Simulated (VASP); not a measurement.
**Input and output of a VASP PBE single-point calculation on BeS (strained rocksalt)**

INCAR

```
IBRION = -1
LWAVE = .FALSE.
LREAL = .FALSE.
GGA = PE
ENCUT = 520
NELM = 120
PREC = Accurate
ISMEAR = -1
ISIF = 2
EDIFF = 1E-7
NBANDS = 11
LASPH = .TRUE.
NSW = 0
LCHARG = .TRUE.
SIGMA = 0.02
LELF = .TRUE.
```

KPOINTS

```
KPOINTS created by Atomic Simulation Environment
0
Gamma
10 10 10
0 0 0
```

KPOINTS_OPT

```
special points
7
Reciprocal
0.0000000000 0.0000000000 0.0000000000 1
0.5000000000 0.0000000000 0.5000000000 1
0.6250000000 0.2500000000 0.6250000000 1
0.3750000000 0.3750000000 0.7500000000 1
0.5000000000 0.5000000000 0.5000000000 1
0.5000000000 0.2500000000 0.7500000000 1
0.1500000000 0.1500000000 0.3000000000 1
```

POSCAR

```
Be S
 1.0000000000000000
     0.0207398099250001    2.3172971969249998    2.3172971969252236
     2.3172971969249998    0.0207398099250001    2.3172971969252236
     2.3380370069000000    2.3380370069000000    0.0000000000504478
 Be  S
   1   1
Cartesian
  0.0000000000000000  0.0000000000000000  0.0000000000000000
  2.3380370068750000  2.3380370068750000  2.3172971969504470
```

VASP ran with the recommended PBE PAW datasets (8 valence electrons in the cell).

Command

```
mpirun -np 1 vasp_std
```

OSZICAR

```
N       E                     dE             d eps       ncg     rms          rms(c)
DAV:   1     0.193476821835E+02    0.19348E+02   -0.39504E+03  3770   0.634E+02
DAV:   2    -0.786571426300E+01   -0.27213E+02   -0.25774E+02  4978   0.113E+02
DAV:   3    -0.896177546242E+01   -0.10961E+01   -0.10930E+01  4787   0.219E+01
DAV:   4    -0.896755696266E+01   -0.57815E-02   -0.57803E-02  4648   0.186E+00
DAV:   5    -0.896759236157E+01   -0.35399E-04   -0.35398E-04  4915   0.137E-01    0.638E+00
DAV:   6    -0.889202144264E+01    0.75571E-01   -0.18527E-01  4369   0.178E+00    0.428E+00
DAV:   7    -0.889114313674E+01    0.87831E-03   -0.64497E-02  4886   0.122E+00    0.162E+00
DAV:   8    -0.889167940402E+01   -0.53627E-03   -0.60795E-03  4327   0.373E-01    0.291E-01
DAV:   9    -0.889166281481E+01    0.16589E-04   -0.15696E-04  4465   0.804E-02    0.518E-02
DAV:  10    -0.889167632043E+01   -0.13506E-04   -0.20199E-05  4407   0.266E-02    0.689E-03
DAV:  11    -0.889167702161E+01   -0.70118E-06   -0.43087E-06  4623   0.110E-02    0.308E-03
DAV:  12    -0.889167699344E+01    0.28178E-07   -0.14259E-07  4046   0.258E-03
   1 F= -.88916770E+01 E0= -.88916770E+01  d E =-.275934E-10
       N       E                     dE             ncg
DAV:   1     0.200504704994E+04   -0.17181E+04      154
DAV:   2     0.181002489832E+04   -0.19502E+03      178
DAV:   3     0.180132318408E+04   -0.87017E+01      193
DAV:   4     0.180125733498E+04   -0.65849E-01      189
DAV:   5     0.180125667555E+04   -0.65942E-03      202
DAV:   6     0.180125667401E+04   -0.15452E-05      205
DAV:   7     0.180125667400E+04   -0.92300E-08      219
```

From OUTCAR

```
k-points           NKPTS =    171   k-points in BZ     NKDIM =    171   number of bands    NBANDS=     11

   NELECT =       8.0000    total number of electrons

   dimension x,y,z NGX =    24 NGY =   24 NGZ =   28
   dimension x,y,z NGXF=    48 NGYF=   48 NGZF=   56

  energy-cutoff  :      520.00
  volume of cell :       24.89
      direct lattice vectors                 reciprocal lattice vectors
     0.020739810  2.317297197  2.317297197    -0.217717181  0.217717181  0.215768612
     2.317297197  0.020739810  2.317297197     0.217717181 -0.217717181  0.215768612
     2.338037007  2.338037007  0.000000000     0.213854613  0.213854613 -0.215768612

 k-points in reciprocal lattice and weights: KPOINTS created by Atomic Simulation Env
   0.00000000  0.00000000  0.00000000       0.001
   0.10000000  0.00000000 -0.00000000       0.004
   0.20000000  0.00000000 -0.00000000       0.004
   0.30000000 -0.00000000 -0.00000000       0.004
   0.40000000  0.00000000  0.00000000       0.004
   0.50000000  0.00000000 -0.00000000       0.002
   0.10000000  0.10000000 -0.00000000       0.002
   0.20000000  0.10000000 -0.00000000       0.004
   ...

 E-fermi :   7.0239

 k-point     1 :       0.0000    0.0000    0.0000
  band No.  band energies     occupation
      1      -8.4935      2.00000
      2       6.1633      2.00000
      3       6.2931      2.00000
      4       6.4307      2.00000
      5      11.8684      0.00000
      6      15.2422      0.00000
      7      15.4394      0.00000
      8      15.6179      0.00000
      9      16.1528      0.00000
     10      16.1780      0.00000
     11      16.2141      0.00000

 k-point     2 :       0.1000    0.0000   -0.0000
  band No.  band energies     occupation
      1      -8.3436      2.00000
      2       5.4606      2.00000
      3       6.1230      2.00000
      4       6.2929      2.00000
      5      12.2350      0.00000
      6      14.7249      0.00000
      7      14.7583      0.00000
      8      15.0873      0.00000
      9      15.8089      0.00000
     10      16.0303      0.00000
     11      16.6273      0.00000

 k-point     3 :       0.2000    0.0000   -0.0000
  band No.  band energies     occupation
      1      -7.9091      2.00000
      2       3.5807      2.00000
      3       6.0410      2.00000
      4       6.1853      2.00000
      5      12.0057      0.00000
      6      13.0345      0.00000
      7      13.0830      0.00000
      8      15.6970      0.00000
      9      16.8739      0.00000
     10      17.0799      0.00000
     11      17.1668      0.00000

 k-point     4 :       0.3000   -0.0000   -0.0000
  band No.  band energies     occupation
      1      -7.2513      2.00000
      2       1.6245      2.00000
      3       5.9858      2.00000
      4       6.1010      2.00000
      5      11.2996      0.00000
      6      11.6415      0.00000
      7      11.7312      0.00000
      8      16.4660      0.00000
      9      18.3021      0.00000
     10      18.5760      0.00000
     11      18.9090      0.00000

 k-point     5 :       0.4000    0.0000    0.0000
  band No.  band energies     occupation
      1      -6.5431      2.00000
      2       0.0656      2.00000
      3       5.9813      2.00000
      4       6.0704      2.00000
      5      10.7292      0.00000
      6      10.7359      0.00000
      7      10.9052      0.00000
      8      16.6614      0.00000
      9      20.3575      0.00000
     10      20.6375      0.00000
     11      21.0105      0.00000

 k-point     6 :       0.5000    0.0000   -0.0000
  band No.  band energies     occupation
      1      -6.1936      2.00000
      2      -0.5773      2.00000
      3       5.9906      2.00000
      4       6.0686      2.00000
      5      10.4074      0.00000
      6      10.4745      0.00000
      7      10.6807      0.00000
      8      16.7031      0.00000
      9      22.0137      0.00000
     10      22.2608      0.00000
     11      22.4323      0.00000

 k-point     7 :       0.1000    0.1000   -0.0000
  band No.  band energies     occupation
      1      -8.2962      2.00000
      2       5.6906      2.00000
      3       5.7574      2.00000
      4       6.0385      2.00000
      5      12.6381      0.00000
      6      13.5830      0.00000
      7      14.5910      0.00000
      8      15.4196      0.00000
      9      15.5418      0.00000
     10      17.1300      0.00000
     11      17.3053      0.00000

 k-point     8 :       0.2000    0.1000   -0.0000
  band No.  band energies     occupation
      1      -7.9575      2.00000
      2       4.2294      2.00000
      3       5.4318      2.00000
      4       6.0197      2.00000
      5      12.0517      0.00000
      6      12.9512      0.00000
      7      14.5140      0.00000
      8      14.7562      0.00000
      9      16.0312      0.00000
     10      17.7845      0.00000
     11      18.2077      0.00000

 k-point     9 :       0.3000    0.1000   -0.0000
  band No.  band energies     occupation
      1      -7.3694      2.00000
      2       2.3248      2.00000
      3       5.2563      2.00000
      4       5.8470      2.00000
      5      10.9298      0.00000
      6      12.3633      0.00000
      7      13.3176      0.00000
      8      15.7802      0.00000
      9      16.7438      0.00000
     10      19.3264      0.00000
     11      19.4507      0.00000

 k-point    10 :       0.4000    0.1000   -0.0000
  band No.  band energies     occupation
      1      -6.6546      2.00000
      2       0.6282      2.00000
      3       5.2868      2.00000
      4       5.5091      2.00000
      5      10.2966      0.00000
      6      11.8956      0.00000
      7      12.0613      0.00000
      8      17.0564      0.00000
      9      17.6916      0.00000
     10      21.2435      0.00000
     11      21.3361      0.00000

 k-point    11 :       0.5000    0.1000   -0.0000
  band No.  band energies     occupation
      1      -6.1310      2.00000
      2      -0.3694      2.00000
      3       5.1478      2.00000
      4       5.5225      2.00000
      5      10.1544      0.00000
      6      11.1746      0.00000
      7      11.7545      0.00000
      8      17.1741      0.00000
      9      19.8553      0.00000
     10      22.1489      0.00000
     11      22.7680      0.00000

 k-point    12 :      -0.4000    0.1000   -0.0000
  band No.  band energies     occupation
      1      -6.2460      2.00000
      2      -0.1614      2.00000
      3       4.8918      2.00000
      4       5.8950      2.00000
      5      10.4368      0.00000
      6      10.7526      0.00000
      7      11.9895      0.00000
      8      17.1388      0.00000
      9      19.8691      0.00000
     10      20.4323      0.00000
     11      22.8121      0.00000

 k-point    13 :      -0.3000    0.1000    0.0000
  band No.  band energies     occupation
      1      -6.8815      2.00000
      2       1.1222      2.00000
      3       4.8261      2.00000
      4       6.2570      2.00000
      5      10.9083      0.00000
      6      11.0602      0.00000
      7      12.6022      0.00000
      8      16.7430      0.00000
      9      18.1153      0.00000
     10      18.3382      0.00000
     11      22.0553      0.00000

 k-point    14 :      -0.2000    0.1000    0.0000
  band No.  band energies     occupation
      1      -7.5780      2.00000
      2       2.9204      2.00000
      3       4.9943      2.00000
      4       6.4442      2.00000
      5      11.7194      0.00000
      6      11.9061      0.00000
      7      13.5231      0.00000
      8      15.4302      0.00000
      9      16.7035      0.00000
     10      17.4522      0.00000
     11      19.8702      0.00000

 k-point    15 :      -0.1000    0.1000    0.0000
  band No.  band energies     occupation
      1      -8.0949      2.00000
      2       4.6351      2.00000
      3       5.4867      2.00000
      4       6.3881      2.00000
      5      12.4711      0.00000
      6      13.1143      0.00000
      7      14.4632      0.00000
      8      14.6094      0.00000
      9      15.7683      0.00000
     10      17.0542      0.00000
     11      17.7976      0.00000

 k-point    16 :       0.2000    0.2000   -0.0000
  band No.  band energies     occupation
      1      -7.7174      2.00000
      2       4.2778      2.00000
      3       4.8858      2.00000
      4       5.1888      2.00000
      5      10.7462      0.00000
      6      13.1355      0.00000
      7      14.5162      0.00000
      8      15.9909      0.00000
      9      16.0034      0.00000
     10      19.4143      0.00000
     11      19.5426      0.00000

 ...

  Total       -0.0623362     -0.0623362     -0.0723216     -0.3212193     -0.0000000     -0.0000000
  in kB       -4.0133835     -4.0133835     -4.6562695    -20.6810135     -0.0000000     -0.0000000
  external PRESSURE =      -4.2276788 kB  Pullay stress =       0.0000000 kB

 POSITION                                       TOTAL-FORCE (eV/Angst)
 -----------------------------------------------------------------------------------
      0.00000      0.00000      0.00000        -0.000000      0.000000     -0.000000
      2.33804      2.33804      2.31730         0.000000     -0.000000      0.000000
 -----------------------------------------------------------------------------------
    total drift:                               -0.000000     -0.000000      0.000000

  FREE ENERGIE OF THE ION-ELECTRON SYSTEM (eV)
  ---------------------------------------------------
  free  energy   TOTEN  =        -8.8916769934 eV

  energy  without entropy=       -8.8916769934  energy(sigma->0) =       -8.89167699
```

- gap between bands v and c: 0.86 eV
- least direct gap: 3.97 eV
- pressure: -0.4 GPa

Band v is the last that the valence electrons fill when counted band by band, and c is the next.

The run took about 27 s on one core of a shared host (Intel Xeon Platinum 8488C) and held 0.2 GiB at most.
